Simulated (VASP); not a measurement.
Crystal: LiH.

```
CELL_PARAMETERS angstrom
0.00000 1.98602 1.98602
1.98602 0.00000 1.98602
1.98602 1.98602 0.00000
ATOMIC_POSITIONS crystal
Li 0.00000 0.00000 0.00000
H 0.50000 0.50000 0.50000
```

Base run:

* Program: VASP 6.6.1
* Functional: HSE06
* Potentials or basis: VASP PAW PBE potentials, release 64 (Li_sv, H)
* Cutoff: 520 eV
* k mesh: 8 × 8 × 8
* Occupations: gaussian, width 0.03 eV
* Spin: no spin polarisation

Its results: band gap on the k mesh 3.97 eV, direct.

Problem. The run is repeated on the same cell with these changes: functional from HSE06 to PBE-EpsX. What comes out?

Solution. Band gap on the k mesh 4.46 eV, direct.
